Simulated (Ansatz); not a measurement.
# Ta2Ru: the cost of one run

Method: DFT PBE, scalar-relativistic, plane waves, PAW, in Ansatz 0.2.0.

**1. The system as given**

Symmetry: P-3m1, No. 164, trigonal system. The conventional cell has a = 2.806 Å, b = 2.806 Å, c = 6.874 Å, α = 90.00°, β = 90.00°, γ = 120.00°. Ta (site symmetry 3m) is surrounded by 3 Ru at 2.81 Å and 9 Ta at 2.81 Å. Ru (site symmetry -3m) is surrounded by 6 Ta at 2.81 Å and 6 Ru at 2.81 Å.

Coordinates:

```xyz
3
Lattice="2.8064 0.0000 0.0000 -1.4032 2.4304 0.0000 0.0000 0.0000 6.8743" Properties=species:S:1:pos:R:3 pbc="T T T"
Ta    0.0000    1.6203    1.1457
Ta    1.4032    0.8101    5.7286
Ru    0.0000    0.0000    3.4371
```

The start is an ordering of an alloy on its end members' structure types: elements ordered on the sites of the Y type, Ru/Ta on Y (P-3m1, No. 164).

**2. Probe: one point on a coarse mesh**

The input, input.yaml:

```yaml
crystal:
  lattice:
    - [2.80641511, 0.0, 0.0]
    - [-1.40320756, 2.43042678, 0.0]
    - [0.0, 0.0, 6.87428503]
  atoms:
    - { symbol: Ta, position: [0.33333333, 0.66666667, 0.16666667] }
    - { symbol: Ta, position: [0.66666667, 0.33333333, 0.83333333] }
    - { symbol: Ru, position: [0.0, 0.0, 0.5] }
basis:
  ecutwfc: 420
kpoints:
  mp_grid: { grid: [6, 6, 4] }
hamiltonian:
  xc: pbe
scf:
  occupations: { method: gaussian, width: 0.1 }
  lower_state_search: "off"
output:
  forces: true
  stress: true
  eigenvalues: true
```

On the command line:

```
> ansatz run input.yaml --threads 1 --pin off --max-ram 2560MiB --backend cpu --events-out ev --progress --plain --runs-dir out
```

Q: Estimate wall time and peak memory on 1 thread of Intel Xeon Platinum 8259CL at 2.50GHz (Skylake/Cascade Lake), shared host.

About 1.7 s, with a peak of 0.38 GiB.
